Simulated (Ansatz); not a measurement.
## SiO2 — field gradients at the nuclei

The cell is a computed structure from the Materials Project (it need not be an observed phase).

Space group Fddd:1 (No. 70); a = 4.7192, b = 9.4325, c = 14.7256 Å.

| site | Wyckoff | site symmetry | x | y | z |
| --- | --- | --- | --- | --- | --- |
| Si | 16g | ..2 | 0.7500 | 0.7500 | 0.5632 |
| O5 | 16d | -1 | 0.3750 | 0.6250 | 0.3750 |
| O9 | 16f | .2. | 0.5000 | 0.1866 | 0.5000 |

One atom of each set is listed; the run and its k-mesh use a cell of 12 atoms with edges of 8.74, 7.73, 5.27 Å.

Computed with Ansatz: DFT, r2SCAN, plane waves and PAW, scalar-relativistic, 500 eV cutoff, Γ-centred 5×5×5 k-points, Fermi–Dirac smearing 0.02 eV.

V_zz is the principal component of the electric field gradient with the largest magnitude, η = (V_xx − V_yy)/V_zz and C_Q = eQV_zz/h.

¹⁷O: I = 5/2, Q = -25.58 mb. Quadrupole moments are those of Pyykkö's year-2017 table.

| site | atoms | first shell | V_zz (10²¹ V/m²) | η | C_Q (MHz) |
| --- | --- | --- | --- | --- | --- |
| Si | 4 | 4 O at 1.60–1.62 Å | 0.75 | 0.77 | – |
| O5 | 4 | 2 Si at 1.60 Å, angle 180° | 10.08 | 0.06 | -6.23 |
| O9 | 4 | 2 Si at 1.62 Å, angle 137° | 8.72 | 0.28 | -5.39 |

At O5 V_zz points along the line of its two bonds (within 1°). At O9 V_zz runs parallel to the line that joins its two neighbours (within 1°).

Si has no stable isotope with a ground-state quadrupole moment in the table, so no C_Q is given.
